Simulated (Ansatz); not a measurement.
**PbF2, relaxed from a CdCl2-type start to space group Fm-3m (read at 0.02 Å): a workflow**

**The experiment.** The Crystallography Open Database holds a cell as deposited of cubic PbF2 (space group Fm-3m), temperature not stated (2011, doi:10.1127/0935-1221/2011/0023-2136): a = 5.931 Å, 17.38 Å³/atom.

Computed with Ansatz (plane waves, PAW, 420 eV cutoff): PBE, scalar-relativistic, no spin polarisation, 10×10×10 k-mesh, Gaussian smearing of 0.05 eV; PAW files: Ansatz's generated set soft_2.

The start was a prototype's sites filled with these elements; the Crystallography Open Database holds the compound in this structure.

Starting cell, 25 % over the database's volume:

```
Pb F
1.0
     1.83910    1.06181    5.56030
    -1.83910    1.06181    5.56030
     0.00000   -2.12361    5.56030
Pb F
1 2
Direct
  0.00000 0.00000 0.00000
  0.25200 0.25200 0.25200
  0.74800 0.74800 0.74800
```

The runs in order:

```csv
run,level,k-mesh,kind,V (Å³/atom),P (GPa),E − E(final) (meV/atom),gap on the mesh (eV)
1,PBE,12×12×12,cell and atoms relaxed,18.01,0.0,0.0,4.42
2,PBE,10×10×10,cell and atoms relaxed,18.01,0.0,0.0,4.43
```

Cell and atoms are those of this level's equilibrium.

The final structure (symmetry read at 0.01 Å). Symmetry: Fm-3m, No. 225, cubic system. The conventional cell has a = 6.001 Å, b = 6.001 Å, c = 6.001 Å, α = 90.00°, β = 90.00°, γ = 90.00°. Around Pb (site symmetry m-3m) lie 8 F at 2.60 Å. F (site symmetry -43m) has 4 Pb at 2.60 Å as nearest neighbours. (Neighbours are counted to 15 % beyond the shortest distance.)

At the final geometry the gap, band path included, is 4.42 eV. The equation of state gives B0 = 66 GPa and B0′ = 4.8. The elastic tensor is positive definite (smallest eigenvalue 20 GPa). Against the elements' standard states, run alike and uncorrected, the formation energy is -2.37 eV/atom. The runs in the table took roughly 4 core-minutes.

**What lies behind the numbers.**

Within 0.6 eV of the edges the projected states are 70 % F 2p at the top of the valence band and 85 % Pb 6p at the bottom of the conduction band. The valence edge mixes anion p with metal states, so the bond is partly covalent and the gap isn't a plain transfer from F to Pb.

Bader charges against formal ones: Pb +1.58 (+2), F −0.79 (−1). The cations give up 79 % of the formal charge; Bader charges stay under formal ones because the anions' density reaches into the cations' basins.

**Comparison.** The computed cell (6.001 Å, 18.01 Å³/atom) differs from the database's by +3.6 % in volume, about +1.2 % in length. PBE usually overestimates volumes by a few per cent. The static lattice also lacks zero-point motion and thermal expansion, roughly 1.0 to 2.6 % in volume at 300 K (room temperature assumed) by Grüneisen's rule, γ·3k_BT/(B0·V0) with γ of 1 to 2.5, so its own overestimate is larger than the figure. Spin–orbit coupling, left out, also moves the volume of such heavy elements' compounds.

Kohn–Sham gaps of semilocal functionals lie under measured ones, often by a third or more. Scalar-relativistic only: spin–orbit splittings of the heavy atoms' levels are missing.
